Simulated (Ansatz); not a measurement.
## SiC (COD cell start) from one functional to the next

**Experimental background.**

From “Insight into the structural, elastic and electronic properties of a new orthorhombic 6O-SiC polytype”, 2020, pmc:7200658, for a bulk crystal of SiC: band gap 3.1 eV (indirect).

How close the calculation comes is told at the end.

The compound was started in one structure type and brought to zero pressure at each level (plane-wave PAW code Ansatz, Gaussian smearing of 0.05 eV, scalar-relativistic unless SOC, spin–orbit coupling, is named).

The start was a cell as deposited in COD.

The cell at PBE (neighbours within 15 % of each site's shortest distance, so a longer bond may be listed from one end only): The structure is hexagonal, space group P6_3mc (No. 186). The conventional cell has a = 3.092 Å, b = 3.092 Å, c = 5.074 Å, α = 90.00°, β = 90.00°, γ = 120.00°. Si (site symmetry 3m) has 4 C at 1.89 to 1.91 Å as nearest neighbours. C (site symmetry 3m) has 4 Si at 1.89 to 1.91 Å as nearest neighbours.

```tsv
level	cutoff (eV)	k-mesh	final group	a (Å)	c (Å)	V (Å³/atom)	gap (eV)	B0 (GPa)	E_f (eV/atom)
PBE	420	12×12×8	P6_3mc	3.092	5.074	10.50	2.31	213	-0.20
r²SCAN	500	8×8×6	P6_3mc	3.076	5.047	10.34	2.65	–	-0.29
```

Volumes against PBE: r²SCAN −1.6 %. r²SCAN widens the gap by 0.35 eV over PBE, as meta-GGAs in the generalised Kohn–Sham scheme often do. The formation energy spans 0.09 eV/atom over the functionals (r²SCAN lowest, PBE highest); the spread holds the functional's effect on the elements as well as on the compound.

Measured gap: 3.1 eV (indirect; quoted in “Insight into the structural, elastic and electronic properties of a new orthorhombic 6O-SiC polytype”, 2020, pmc:7200658); calculated 2.31 eV (PBE), 2.65 eV (r²SCAN). Kohn–Sham gaps of semilocal functionals as a rule fall short of measured gaps.

The PAW datasets are PBE ones. Gaps are (generalised) Kohn–Sham gaps. E_f is the formation energy from the elements run alike, at 0 K, without zero-point energy; it is good to about 0.01 eV/atom as a calculation.

All runs used the PAW datasets of the set soft_2.
